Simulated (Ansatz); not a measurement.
A run of Ansatz 0.2.0 is set up as follows.

File input.yaml:

```yaml
crystal:
  lattice:
    - [-3.33608319, 3.33608319, 3.33608319]
    - [3.33608319, -3.33608319, 3.33608319]
    - [3.33608319, 3.33608319, -3.33608319]
  atoms:
    - { symbol: Si, position: [0.5, 0.75, 0.25] }
    - { symbol: Si, position: [0.25, 0.75, 0.5] }
    - { symbol: Si, position: [0.25, 0.5, 0.75] }
    - { symbol: Si, position: [0.5, 0.25, 0.75] }
    - { symbol: Si, position: [0.75, 0.5, 0.25] }
    - { symbol: Si, position: [0.75, 0.25, 0.5] }
hamiltonian:
  xc: pbe
  pseudopotentials: { kind: paw }
kpoints:
  mp_grid: { grid: [6, 6, 6] }
scf:
  occupations: { method: fermi_dirac, width: 0.05 }
output:
  forces: true
  stress: true
  eigenvalues: true
```

Potentials or basis: Ansatz PAW.

Launch:

```console
$ ansatz run input.yaml --threads 2 --pin off --max-ram 5120MiB --backend cpu --events-out ev --progress --plain --runs-dir out
```

Task: Predict the band gap on the k mesh.

Result: 0.12 eV, indirect (least direct gap 0.35 eV).

Task: What does it give for the pressure?

Result: 2.0 GPa.

A k mesh can miss the band edges.
